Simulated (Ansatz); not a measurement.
# Iridium, hcp under LDA: from relaxation to bulk modulus

What does LDA give for iridium in the hcp structure? We relax it, solve it on a dense k-mesh, switch on spin-orbit coupling, then scale the cell to 7 volumes from 88 to 112 % of the relaxed one and try a fit of the equation of state. The k-meshes are 13×13×7 for the relaxation; 22×22×12 for the dense run; 13×13×7 for spin-orbit coupling; 15×15×8 for the volumes.

This is Ir in the hcp structure; at room conditions it is fcc.

Computed with Ansatz 0.2.0 (DFT LDA (PW92), plane waves (420 eV) with PAW, scalar-relativistic; PBE-made PAW files, unless a step says otherwise).

### Step 1. The structure to begin with

The structure is hexagonal, space group P6_3/mmc (No. 194). The conventional cell has a = 2.715 Å, b = 2.715 Å, c = 4.433 Å, α = 90.00°, β = 90.00°, γ = 120.00°. Around Ir (site symmetry -6m2) lie 12 Ir at 2.71 Å.

As a file:

```cif
data_structure
_symmetry_space_group_name_H-M 'P 1'
_symmetry_Int_Tables_number 1
_cell_length_a 2.7149
_cell_length_b 2.7149
_cell_length_c 4.4334
_cell_angle_alpha 90.000
_cell_angle_beta 90.000
_cell_angle_gamma 120.000
_cell_volume 28.30
loop_
_atom_site_label
_atom_site_type_symbol
_atom_site_fract_x
_atom_site_fract_y
_atom_site_fract_z
_atom_site_occupancy
Ir1 Ir 0.33333 0.66667 0.25000 1
Ir2 Ir 0.66667 0.33333 0.75000 1
```

### Step 2. Relaxation of the cell

File input.yaml:

```yaml
crystal:
  lattice:
    - [2.7148619862, 0.0, 0.0]
    - [-1.3574309931, 2.3511394478, 0.0]
    - [0.0, 0.0, 4.4333696235]
  atoms:
    - { symbol: Ir, position: [0.3333333333, 0.6666666667, 0.25] }
    - { symbol: Ir, position: [0.6666666667, 0.3333333333, 0.75] }
hamiltonian:
  xc: lda
  pseudopotentials:
    kind: paw
    azcp:
      Ir: "pseudopotentials/Ir.paw.azcp"
basis:
  ecutwfc: 420
  fft_grid_basis: typed
kpoints:
  mp_grid: { grid: [13, 13, 7], shift: [0, 0, 0] }
magnetization:
  spin_polarized: false
scf:
  occupations: { method: fermi_dirac, width: 0.1 }
relax:
  max_steps: 60
  f_tol: 0.01
  cell: {}
```

The log of the run (excerpt; [...] marks lines left out):

```text
Warning: <dir> the record states the generating functional pbe (its physics header spells it `PBE`), which answers neither for hamiltonian.xc's functional nor for the lda family's — results may be inconsistent (PPs are generated against a specific XC)
Warning: RAYON_NUM_THREADS=2 ignored (pool sized by the plan → 2); use --threads N
[...]
Pseudopotentials: kind: paw
Pseudopotential: Ir, paw, valence charge 17, recommended cutoff 420 eV (normal), <dir>
Functional definition: SPW92
[...]
Crystal: 2 atoms, lattice volume = 28.298 Å³
Basis set: ecut = 420 eV, 549 PW (Γ)
Bands: 21, of which v1, the nominal top of the filled ones, is band 17 counted from 1 (16 counted from 0)
Symmetry: 24 space group operations
Space group: P63/mmc (ITA 194), of the structure as read, at distance tolerance 3.0e-5 Å
k-points: 84 of 1183
[...]
SCF iter   1: F=—  HF=-23326.645438 eV  |F-HF|=—  |Δ(HF+E_count)|=         —  Δρ=9.14e-3  dr2=6.69e-3  ethr=1.77e-3  ⟨swp⟩=4.5  Hψ=6785  notcnv=0
[...]
relax step   1: F+E_penalty+E_count = -23326.64689066 eV  Δ(F+E_penalty+E_count) = +0.000e0 eV  max|allowed force component| = 1.619e-16 eV/Å  Δτ_max = 0.0000 Å  P = -6.391 GPa  Ω = 28.298 Å³  (6 SCF iters, dr2 threshold 1.00e-7 eV, accepted)
[...]
relax step   5: F+E_penalty+E_count = -23326.65731109 eV  Δ(F+E_penalty+E_count) = -4.908e-6 eV  max|allowed force component| = 1.712e-16 eV/Å  Δτ_max = 0.0000 Å  P = +0.002 GPa  Ω = 27.831 Å³  energy of the carried Pulay correction = +1.234e-4 eV  (7 SCF iters, accepted)
[...]
relax step   6: F+E_penalty+E_count = -23326.65716756 eV  Δ(F+E_penalty+E_count) = +1.435e-4 eV  max|allowed force component| = 2.128e-16 eV/Å  Δτ_max = 0.0000 Å  P = +0.013 GPa  Ω = 27.831 Å³  stress off target by 1.38e-2 GPa  SCF on the basis re-selected at this cell (its energy is not [...]
SCF converged after 8 iterations
Free energy (F): -23326.657168 eV
[...]
E sigma→0 (E₀):  -23326.616569 eV
Entropy (-TS):   -0.081198 eV (-40.599 meV/atom)
Fermi energy:    26.148384 eV
[...]
--- Forces (eV/Å), atoms counted from 1 ---
  atom   1  Ir    -0.00000000     0.00000000     0.00000000
  atom   2  Ir    -0.00000000    -0.00000000     0.00000000
[...]
--- Stress (GPa, compression-positive) ---
        0.012609       0.000000      -0.000000
        0.000000       0.012609      -0.000000
       -0.000000      -0.000000       0.013770
  P = ⅓ Tr σ = 0.0130 GPa (0.130 kbar)
--- Relaxed structure (5 steps of the walk, 4 accepted, 1 SCFs on fresh bases) ---
  F+E_penalty+E_count = -23326.65716756 eV   max|allowed force component| = 2.128e-16 eV/Å   (the final SCF, on the basis selected at the relaxed cell)
  cell:  # Å, volume = 27.8310 Å³
    - [2.705297292283655, 0.0, 0.0]
    - [-1.3526486461418274, 2.342856179906901, 0.0]
    - [0.0, 0.0, 4.391054725176329]
  atoms:
    - { symbol: Ir, position: [0.33333333333333337, 0.6666666666666667, 0.25] }
    - { symbol: Ir, position: [0.6666666666666667, 0.33333333333333337, 0.7500000000000001] }
```

Wall time 4.3 s (2 threads of Intel Xeon 6975P-C (Granite Rapids), shared host); peak memory 0.4 GiB.

Step by step:

| step | energy change (meV/atom) | largest force (eV/Å) | pressure (GPa) | volume (Å³/atom) | accepted |
| --- | --- | --- | --- | --- | --- |
| 1 | 0.00 | 0.0000 | -6.39 | 14.149 | yes |
| 2 | 14.31 | 0.0000 | 14.30 | 13.465 | no |
| 3 | -5.16 | 0.0000 | -0.40 | 13.929 | yes |
| 4 | -5.21 | 0.0000 | 0.06 | 13.913 | yes |
| 5 | -5.21 | 0.0000 | 0.00 | 13.916 | yes |
| 6 | -5.14 | 0.0000 | 0.01 | 13.916 | yes |

Steps that repeat a cell are solved on a basis chosen anew, so their changes of energy are no gain of the relaxation.

The cell of the run, before and after:

|  | before | after | change |
| --- | --- | --- | --- |
| a (Å) | 2.715 | 2.705 | -0.4 % |
| b (Å) | 2.715 | 2.705 | -0.4 % |
| c (Å) | 4.433 | 4.391 | -1.0 % |
| volume (Å³/atom) | 14.149 | 13.916 | -1.7 % |
| shortest distance (Å) | 2.715 | 2.694 | -0.8 % |
| space group (spins left aside) | P6_3/mmc | P6_3/mmc | same |

### Step 3. Single point on a dense mesh

File input.yaml:

```yaml
crystal:
  lattice:
    - [2.7052972923, 0.0, 0.0]
    - [-1.3526486461, 2.3428561799, 0.0]
    - [0.0, 0.0, 4.3910547252]
  atoms:
    - { symbol: Ir, position: [0.3333333333, 0.6666666667, 0.25] }
    - { symbol: Ir, position: [0.6666666667, 0.3333333333, 0.75] }
hamiltonian:
  xc: lda
  pseudopotentials:
    kind: paw
    azcp:
      Ir: "pseudopotentials/Ir.paw.azcp"
basis:
  ecutwfc: 420
  fft_grid_basis: typed
kpoints:
  mp_grid: { grid: [22, 22, 12], shift: [0, 0, 0] }
magnetization:
  spin_polarized: false
scf:
  occupations: { method: fermi_dirac, width: 0.1 }
output:
  write_density: true
  write_potential: true
  elf: true
  volumetric_format: npy
```

The log of the run (excerpt; [...] marks lines left out):

```text
Warning: <dir> the record states the generating functional pbe (its physics header spells it `PBE`), which answers neither for hamiltonian.xc's functional nor for the lda family's — results may be inconsistent (PPs are generated against a specific XC)
Warning: RAYON_NUM_THREADS=2 ignored (pool sized by the plan → 2); use --threads N
[...]
[... 3 set-up lines as earlier in the session ...]
[...]
Crystal: 2 atoms, lattice volume = 27.831 Å³
Basis set: ecut = 420 eV, 549 PW (Γ)
Bands: 21, of which v1, the nominal top of the filled ones, is band 17 counted from 1 (16 counted from 0)
[... 2 set-up lines as earlier in the session ...]
k-points: 364 of 5808
[...]
SCF iter   1: F=—  HF=-23326.662366 eV  |F-HF|=—  |Δ(HF+E_count)|=         —  Δρ=9.69e-3  dr2=6.87e-3  ethr=1.77e-3  ⟨swp⟩=4.6  Hψ=29534  notcnv=0
[...]
SCF iter   6: F=-23326.663820 eV  HF=-23326.663820 eV  |F-HF|=3.64e-12  |Δ(HF+E_count)|=   3.44e-9  Δρ=8.11e-7  dr2=6.44e-11  ethr=3.49e-11  ⟨swp⟩=1.0  Hψ=20050  notcnv=0
[...]
SCF converged after 6 iterations
Free energy (F): -23326.663820 eV
[...]
E sigma→0 (E₀):  -23326.626455 eV
Entropy (-TS):   -0.074730 eV (-37.365 meV/atom)
Fermi energy:    26.126393 eV
[...]
--- Band table (eV; the first three rows and the last of 364) ---
  k-point 0: bands = ["-66.9688", "-66.8955", "-24.2153", "-23.4750", "-23.4750", "-23.3622", "-23.3527", "-23.3527", "14.6747", "17.7236", "22.0405", "22.1533", "22.1533", "22.8327", "22.8327", "23.6751", "23.6751", "25.2652", "26.4163", "26.4163", "33.3014"]
[...]
```

Run time: 2.6 s. Hardware: 2 threads of Intel Xeon 6975P-C (Granite Rapids), shared host; peak memory 0.49 GiB.

Density in a lattice plane of the grid's cell (edges 2.71 and 4.39 Å, at 0.333 of the third edge), which holds Ir.

Ten even steps from '0' (0.31 e/Å³) to '9' (9.04 e/Å³):
```
00000000111000
00000002333210
00000024677631
00000136999852
10000147999963
00000136999852
00000024677631
00000002333210
00000000111000
00000000000000
00000000000000
00000000000000
00110000000000
01111000000000
11221000000000
01111000000000
00110000000000
00000000000000
00000000000000
00000000000000
```
Columns run along the first of these edges and rows up along the second, over one cell in 14 and 20 even steps from the bottom left corner. Atoms in the plane (fractional): Ir at (0.67, 0.75).

ELF in the same plane.

Ten even steps from ' ' (0.24) to '@' (0.67):
```
....    ........::::::::....
    ....    ::++##%%##**==::
..  ....  ::++%%@@@@@@@@%%==
::..::....--%%@@%%****@@@@**
--..::::..==%%@@##--==%%@@##
::..::....--%%@@%%****@@@@**
..  ....  ::++%%@@@@@@@@%%==
    ....    ::++##%%##**==::
....    ........::::::::....
..      ......          ....
..        ......      ......
            ......    ......
..::--::::..                
::==++====::..            ..
--==++++==::..            ..
::==++====::..            ..
..::--::::..                
            ......    ......
..        ......      ......
..      ......          ....
```
Columns run along the first of these edges and rows up along the second, over one cell in 14 and 20 even steps from the bottom left corner. Atoms in the plane (fractional): Ir at (0.67, 0.75).

Both are smooth fields of the valence electrons: close to the nuclei they are not physical.

### Step 4. With spin-orbit coupling

input.yaml: that of step 3 with these lines changed.

```diff
@@ -11,3 +11,3 @@
   pseudopotentials:
-    kind: paw
+    kind: paw_fr
     azcp:
@@ -18,11 +18,7 @@
 kpoints:
-  mp_grid: { grid: [22, 22, 12], shift: [0, 0, 0] }
+  mp_grid: { grid: [13, 13, 7], shift: [0, 0, 0] }
 magnetization:
-  spin_polarized: false
+  noncollinear: true
+  spin_orbit: true
 scf:
   occupations: { method: fermi_dirac, width: 0.1 }
-output:
-  write_density: true
-  write_potential: true
-  elf: true
-  volumetric_format: npy
```

The log of the run (excerpt; [...] marks lines left out):

```text
Warning: <dir> the record states the generating functional pbe (its physics header spells it `PBE`), which answers neither for hamiltonian.xc's functional nor for the lda family's — results may be inconsistent (PPs are generated against a specific XC)
Warning: RAYON_NUM_THREADS=2 ignored (pool sized by the plan → 2); use --threads N
[...]
Pseudopotentials: kind: paw_fr
Pseudopotential: Ir, paw_fr, valence charge 17, recommended cutoff 420 eV (normal), <dir>
[... 1 set-up line as earlier in the session ...]
[...]
non-collinear run that drives no moment, with spin-orbit: no starting moment large enough to seed its density (crystal.atoms[].spin), no starting occupations that ask for one, no magnetisation constraint and no magnetic field, so the semilocal B_xc is pinned to zero
Crystal: 2 atoms, lattice volume = 27.831 Å³
Basis set: ecut = 420 eV, 549 PW (Γ)
Bands: 42, of which v1, the nominal top of the filled ones, is band 34 counted from 1 (33 counted from 0)
Symmetry: 24 space group operations + 24 with time reversal
Magnetic group: BNS 194.264 (UNI 1494), of the structure as read, at distance tolerance 3.0e-5 Å
k-points: 84 of 1183
Projection manifold: j_resolved (fully-relativistic pseudo-atomic orbitals)
[...]
SCF iter   1: F=—  HF=-23388.075942 eV  |F-HF|=—  |Δ(HF+E_count)|=         —  Δρ=4.33e-2  dr2=4.36e-1  dr2_m=0.00e0 (ungated)  ethr=3.10e-3  |M|=0.00e0 ∫|m|=0.00e0 μB  |m|>n=0.0e0 m-floor=0.0e0 τ_xc=0.0e0  β_m=0.30  ⟨swp⟩=6.9  Hψ=7822  notcnv=0  defer=6
[...]
SCF iter   6: F=-23387.901157 eV  HF=-23387.901157 eV  |F-HF|=5.93e-9  |Δ(HF+E_count)|=   2.56e-8  Δρ=1.21e-5  dr2=1.81e-8  dr2_m=0.00e0 (ungated)  ethr=2.94e-10  |M|=0.00e0 ∫|m|=0.00e0 μB  |m|>n=0.0e0 m-floor=0.0e0 τ_xc=0.0e0  ⟨swp⟩=2.9  Hψ=3820  notcnv=0
[...]
SCF converged after 6 iterations
Magnetization: |M| = 0.0000 μB,  M = (+0.0000, +0.0000, +0.0000) μB
Absolute magnetization: 0.0000 μB (∫|m|)
  site 0: m = (+0.0000, +0.0000, +0.0000) μB, |m| = 0.0000 μB  (R = 1.11 Å)
  site 1: m = (+0.0000, +0.0000, +0.0000) μB, |m| = 0.0000 μB  (R = 1.11 Å)
Free energy (F): -23387.901157 eV
[...]
E sigma→0 (E₀):  -23387.862125 eV
Entropy (-TS):   -0.078065 eV (-39.032 meV/atom)
Fermi energy:    26.209508 eV
[...]
```

It took 2.8 s on 2 threads of Intel Xeon 6975P-C (Granite Rapids), shared host; peak memory 0.48 GiB.

Side by side:

```
                          scalar-relativistic      with spin-orbit coupling
         k-mesh                      22×22×12                       13×13×7
gap on the mesh  none (levels filled in part)  none (levels filled in part)
```

The meshes differ, so small differences between the columns need not come from spin-orbit coupling.

### Step 5. The cell scaled to 88 % of its volume

File input.yaml:

```yaml
crystal:
  lattice:
    - [2.5924430331, 0.0, 0.0]
    - [-1.2962215166, 2.2451215245, 0.0]
    - [0.0, 0.0, 4.2078773607]
  atoms:
    - { symbol: Ir, position: [0.3333333333, 0.6666666667, 0.25] }
    - { symbol: Ir, position: [0.6666666667, 0.3333333333, 0.75] }
hamiltonian:
  xc: lda
  pseudopotentials:
    kind: paw
    azcp:
      Ir: "pseudopotentials/Ir.paw.azcp"
basis:
  ecutwfc: 420
  fft_grid_basis: typed
kpoints:
  mp_grid: { grid: [15, 15, 8], shift: [0, 0, 0] }
magnetization:
  spin_polarized: false
scf:
  occupations: { method: fermi_dirac, width: 0.1 }
  lower_state_search: "off"
output:
  stress: true
```

The log of the run (excerpt; [...] marks lines left out):

```text
Warning: <dir> the record states the generating functional pbe (its physics header spells it `PBE`), which answers neither for hamiltonian.xc's functional nor for the lda family's — results may be inconsistent (PPs are generated against a specific XC)
Warning: RAYON_NUM_THREADS=2 ignored (pool sized by the plan → 2); use --threads N
[...]
[... 3 set-up lines as earlier in the session ...]
[...]
Crystal: 2 atoms, lattice volume = 24.491 Å³
Basis set: ecut = 420 eV, 465 PW (Γ)
Bands: 21, of which v1, the nominal top of the filled ones, is band 17 counted from 1 (16 counted from 0)
[... 1 set-up line as earlier in the session ...]
Space group: P63/mmc (ITA 194), of the structure as read, at distance tolerance 2.9e-5 Å
k-points: 135 of 1800
[...]
SCF iter   1: F=—  HF=-23326.027808 eV  |F-HF|=—  |Δ(HF+E_count)|=         —  Δρ=1.12e-2  dr2=6.46e-3  ethr=1.77e-3  ⟨swp⟩=5.0  Hψ=11828  notcnv=0
[...]
SCF iter   6: F=-23326.029227 eV  HF=-23326.029227 eV  |F-HF|=5.06e-10  |Δ(HF+E_count)|=  4.04e-10  Δρ=2.93e-6  dr2=8.79e-10  ethr=5.34e-11  ⟨swp⟩=1.9  Hψ=9286  notcnv=0
[...]
SCF converged after 6 iterations
Free energy (F): -23326.029227 eV
[...]
E sigma→0 (E₀):  -23325.999760 eV
Entropy (-TS):   -0.058934 eV (-29.467 meV/atom)
Fermi energy:    30.640846 eV
[...]
--- Stress (GPa, compression-positive) ---
       69.551311       0.000000       0.000000
        0.000000      69.551311       0.000000
        0.000000       0.000000      70.573640
  P = ⅓ Tr σ = 69.8921 GPa (698.921 kbar)
```

Run time: 0.9 s. Hardware: 2 threads of Intel Xeon 6975P-C (Granite Rapids), shared host; peak memory 0.4 GiB.

### Step 6. The cell scaled to 92 % of its volume

input.yaml: that of step 5 with these lines changed.

```diff
@@ -2,5 +2,5 @@
   lattice:
-    - [2.5924430331, 0.0, 0.0]
-    - [-1.2962215166, 2.2451215245, 0.0]
-    - [0.0, 0.0, 4.2078773607]
+    - [2.6311419181, 0.0, 0.0]
+    - [-1.315570959, 2.278635742, 0.0]
+    - [0.0, 0.0, 4.270690761]
   atoms:
```

The log of the run (excerpt; [...] marks lines left out):

```text
Warning: <dir> the record states the generating functional pbe (its physics header spells it `PBE`), which answers neither for hamiltonian.xc's functional nor for the lda family's — results may be inconsistent (PPs are generated against a specific XC)
Warning: RAYON_NUM_THREADS=2 ignored (pool sized by the plan → 2); use --threads N
[...]
[... 3 set-up lines as earlier in the session ...]
[...]
Crystal: 2 atoms, lattice volume = 25.605 Å³
Basis set: ecut = 420 eV, 525 PW (Γ)
Bands: 21, of which v1, the nominal top of the filled ones, is band 17 counted from 1 (16 counted from 0)
[... 2 set-up lines as earlier in the session ...]
k-points: 135 of 1800
[...]
SCF iter   1: F=—  HF=-23326.408118 eV  |F-HF|=—  |Δ(HF+E_count)|=         —  Δρ=1.05e-2  dr2=6.19e-3  ethr=1.77e-3  ⟨swp⟩=5.0  Hψ=11529  notcnv=0
[...]
SCF iter   6: F=-23326.409731 eV  HF=-23326.409731 eV  |F-HF|=1.28e-9  |Δ(HF+E_count)|=  2.44e-10  Δρ=4.63e-6  dr2=2.20e-9  ethr=8.14e-11  ⟨swp⟩=2.0  Hψ=9105  notcnv=0
[...]
SCF converged after 6 iterations
Free energy (F): -23326.409731 eV
[...]
E sigma→0 (E₀):  -23326.378065 eV
Entropy (-TS):   -0.063331 eV (-31.666 meV/atom)
Fermi energy:    29.011298 eV
[...]
--- Stress (GPa, compression-positive) ---
       40.646783      -0.000000       0.000000
       -0.000000      40.646783       0.000000
        0.000000       0.000000      41.073284
  P = ⅓ Tr σ = 40.7889 GPa (407.889 kbar)
```

It took 0.84 s on 2 threads of Intel Xeon 6975P-C (Granite Rapids), shared host; peak memory 0.4 GiB.

### Step 7. The cell scaled to 96 % of its volume

input.yaml: that of step 6 with these lines changed.

```diff
@@ -2,5 +2,5 @@
   lattice:
-    - [2.6311419181, 0.0, 0.0]
-    - [-1.315570959, 2.278635742, 0.0]
-    - [0.0, 0.0, 4.270690761]
+    - [2.6687347388, 0.0, 0.0]
+    - [-1.3343673694, 2.3111920797, 0.0]
+    - [0.0, 0.0, 4.3317088729]
   atoms:
@@ -26 +26,5 @@
   stress: true
+  write_density: true
+  write_potential: true
+  elf: true
+  volumetric_format: npy
```

The log of the run (excerpt; [...] marks lines left out):

```text
Warning: <dir> the record states the generating functional pbe (its physics header spells it `PBE`), which answers neither for hamiltonian.xc's functional nor for the lda family's — results may be inconsistent (PPs are generated against a specific XC)
Warning: RAYON_NUM_THREADS=2 ignored (pool sized by the plan → 2); use --threads N
[...]
[... 3 set-up lines as earlier in the session ...]
[...]
Crystal: 2 atoms, lattice volume = 26.718 Å³
Basis set: ecut = 420 eV, 537 PW (Γ)
Bands: 21, of which v1, the nominal top of the filled ones, is band 17 counted from 1 (16 counted from 0)
[... 2 set-up lines as earlier in the session ...]
k-points: 135 of 1800
[...]
SCF iter   1: F=—  HF=-23326.608672 eV  |F-HF|=—  |Δ(HF+E_count)|=         —  Δρ=1.00e-2  dr2=6.36e-3  ethr=1.77e-3  ⟨swp⟩=4.8  Hψ=11196  notcnv=0
[...]
SCF iter   6: F=-23326.610359 eV  HF=-23326.610359 eV  |F-HF|=9.60e-10  |Δ(HF+E_count)|=  2.55e-10  Δρ=4.12e-6  dr2=1.72e-9  ethr=5.11e-11  ⟨swp⟩=4.8  Hψ=16022  notcnv=0
[...]
SCF converged after 6 iterations
Free energy (F): -23326.610359 eV
[...]
E sigma→0 (E₀):  -23326.576352 eV
Entropy (-TS):   -0.068015 eV (-34.007 meV/atom)
Fermi energy:    27.513692 eV
[...]
--- Stress (GPa, compression-positive) ---
       17.880103      -0.000000       0.000000
        0.000000      17.880103       0.000000
        0.000000       0.000000      17.854027
  P = ⅓ Tr σ = 17.8714 GPa (178.714 kbar)
--- Band table (eV; the first three rows and the last of 135) ---
  k-point 0: bands = ["-65.7235", "-65.6347", "-23.0568", "-22.2040", "-22.2040", "-22.0713", "-22.0639", "-22.0639", "15.6036", "18.6451", "23.1560", "23.2685", "23.2685", "23.9963", "23.9963", "24.8941", "24.8941", "26.5470", "27.8119", "27.8119", "35.0810"]
[...]
```

It took 1.2 s on 2 threads of Intel Xeon 6975P-C (Granite Rapids), shared host; peak memory 0.4 GiB.

### Step 8. The cell scaled to 100 % of its volume

input.yaml: that of step 7 with these lines changed.

```diff
@@ -2,5 +2,5 @@
   lattice:
-    - [2.6687347388, 0.0, 0.0]
-    - [-1.3343673694, 2.3111920797, 0.0]
-    - [0.0, 0.0, 4.3317088729]
+    - [2.7052972923, 0.0, 0.0]
+    - [-1.3526486461, 2.3428561799, 0.0]
+    - [0.0, 0.0, 4.3910547252]
   atoms:
```

The log of the run (excerpt; [...] marks lines left out):

```text
Warning: <dir> the record states the generating functional pbe (its physics header spells it `PBE`), which answers neither for hamiltonian.xc's functional nor for the lda family's — results may be inconsistent (PPs are generated against a specific XC)
Warning: RAYON_NUM_THREADS=2 ignored (pool sized by the plan → 2); use --threads N
[...]
[... 3 set-up lines as earlier in the session ...]
[...]
Crystal: 2 atoms, lattice volume = 27.831 Å³
Basis set: ecut = 420 eV, 549 PW (Γ)
Bands: 21, of which v1, the nominal top of the filled ones, is band 17 counted from 1 (16 counted from 0)
[... 2 set-up lines as earlier in the session ...]
k-points: 135 of 1800
[...]
SCF iter   1: F=—  HF=-23326.667883 eV  |F-HF|=—  |Δ(HF+E_count)|=         —  Δρ=9.70e-3  dr2=6.86e-3  ethr=1.77e-3  ⟨swp⟩=4.6  Hψ=10920  notcnv=0
[...]
SCF iter   6: F=-23326.669374 eV  HF=-23326.669374 eV  |F-HF|=3.27e-11  |Δ(HF+E_count)|=   3.85e-9  Δρ=9.00e-7  dr2=8.25e-11  ethr=3.83e-11  ⟨swp⟩=4.8  Hψ=15186  notcnv=0
[...]
SCF converged after 6 iterations
Free energy (F): -23326.669374 eV
[...]
E sigma→0 (E₀):  -23326.632903 eV
Entropy (-TS):   -0.072943 eV (-36.472 meV/atom)
Fermi energy:    26.133182 eV
[...]
--- Stress (GPa, compression-positive) ---
       -0.042828       0.000000       0.000000
        0.000000      -0.042828       0.000000
        0.000000       0.000000      -0.408197
  P = ⅓ Tr σ = -0.1646 GPa (-1.646 kbar)
--- Band table (eV; the first three rows and the last of 135) ---
  k-point 0: bands = ["-66.9681", "-66.8948", "-24.2139", "-23.4746", "-23.4746", "-23.3609", "-23.3523", "-23.3523", "14.6747", "17.7233", "22.0414", "22.1530", "22.1530", "22.8324", "22.8324", "23.6761", "23.6761", "25.2658", "26.4172", "26.4172", "33.3024"]
[...]
```

Run time: 1.3 s. Hardware: 2 threads of Intel Xeon 6975P-C (Granite Rapids), shared host; peak memory 0.41 GiB.

[end of part 1 of 2]
